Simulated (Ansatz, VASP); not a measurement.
**One calculation of GaN, two programs**

```
Ga N
1.0
     0.00000    2.18148    2.31863
     2.18148    0.00000    2.31863
     2.18148    2.18148    0.00000
Ga N
1 1
Direct
  0.00000 0.00000 0.00000
  0.25000 0.25000 0.25000
```

Change from the starting cell: epitaxial_xy strain -3.0%.

Alike in both runs: task single point; functional PBE; k mesh 10 × 10 × 10; occupations fermi-dirac, width 0.02 eV; no spin polarisation.

```csv
,VASP,Ansatz
version,VASP 6.6.1,Ansatz 0.2.0
potentials or method,"VASP PAW PBE potentials, release 64 (Ga_d, N)","plane waves, PAW"
plane-wave cutoff (eV),520,420
valence electrons in the cell,18,18
```

|  | VASP | Ansatz | Ansatz less VASP |
| --- | --- | --- | --- |
| gap on the k mesh at the Fermi level (eV) | 1.84 | 1.83 | -0.010 |
| pressure (GPa) | 12.4 | 12.4 | -0.02 |
| largest component of the traceless stress (GPa) | 5.57 | 5.54 | -0.027 |

With one functional, cell and mesh, what is left measures potentials, basis and numerics.
